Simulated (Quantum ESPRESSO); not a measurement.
TaN:

```
Ta N
1.0
     0.00000    2.21132    2.21132
     2.21132    0.00000    2.21132
     2.21132    2.21132    0.00000
Ta N
1 1
Cartesian
  2.2113 2.2113 2.2113
  0.0000 0.0000 0.0000
```

The cell comes from a database or a generator and needn't be the stable form of this composition.

Base run:

```yaml
Program: Quantum ESPRESSO 7.5
Functional: PBEsol
Potentials_or_basis: GBRV 1.5 PBEsol
Cutoff: 762 eV
Density_cutoff: 6095 eV
k_mesh: 10 × 10 × 10
Occupations: fermi-dirac, width 0.05 eV
Spin: no spin polarisation
Hubbard_terms: Ta d U = 3 eV
```

Its results: band gap on the k mesh none (metal or under the smearing width); pressure -8.1 GPa.

Question: The run is repeated on the same cell with these changes: hubbard terms from Ta d U = 3 eV to Ta d U = 1 eV. What comes out?

Answer: Band gap on the k mesh none (metal or under the smearing width); pressure -10.0 GPa.

Caveats: U without spin polarisation on a metal has little footing.

Not every run made on this cell is shown here.
